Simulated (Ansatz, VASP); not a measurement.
# P in VASP and in Ansatz

The input INCAR:

```
ALGO = Normal
EDIFF = 1E-6
ENCUT = 520
GGA = PS
ISIF = 2
ISMEAR = 0
LASPH = True
LCHARG = False
LREAL = False
LWAVE = False
NBANDS = 12
NELM = 100
PREC = Accurate
SIGMA = 0.15
```

Contents of KPOINTS:

```
k-points
0
Gamma
  18 18 18
```

File POSCAR:

```
P
1.0
    1.7493681869      1.0099981936      3.0456553624
   -1.7493681869      1.0099981936      3.0456553624
    0.0000000000     -2.0199963872      3.0456553624
P
2
Direct
    0.2270802500      0.2270802500      0.2270802500
    0.7729197500      0.7729197500      0.7729197500
```

Input for Ansatz:

```yaml
crystal:
  lattice:
    - [1.7493681869, 1.0099981936, 3.0456553624]
    - [-1.7493681869, 1.0099981936, 3.0456553624]
    - [0.0, -2.0199963872, 3.0456553624]
  atoms:
    - { symbol: P, position: [0.22708025, 0.22708025, 0.22708025] }
    - { symbol: P, position: [0.77291975, 0.77291975, 0.77291975] }
basis:
  ecutwfc: 420
kpoints:
  mp_grid: { grid: [18, 18, 18] }
hamiltonian:
  xc: pbesol
scf:
  occupations: { method: gaussian, width: 0.15 }
output:
  forces: true
  stress: true
  eigenvalues: true
```

Alike in both runs: task single point; functional PBEsol; k mesh 18 × 18 × 18; occupations gaussian, width 0.15 eV; no spin polarisation.

```csv
,VASP,Ansatz
version,VASP 6.6.1,Ansatz 0.2.0
potentials or method,"VASP PAW PBE potentials, release 64 (P)","scalar-relativistic, plane waves, PAW"
plane-wave cutoff (eV),520,420
valence electrons in the cell,10,10
```

```csv
,VASP,Ansatz,Ansatz less VASP
gap on the k mesh at the Fermi level (eV),none,none,-
pressure (GPa),-2.6,-2.6,0.00
largest component of the traceless stress (GPa),1.41,1.27,-0.148
rms of the force components (eV/Å),0.230,0.245,+0.0150
```

Atom by atom the forces differ by 0.015 eV/Å (rms over components). A gap of «none» marks a metal or a gap that the smearing closes. With one functional, cell and mesh, what is left measures potentials, basis and numerics.

Caveats: the PAW data sets were made with another functional, which shifts forces and pressure a little (VASP).
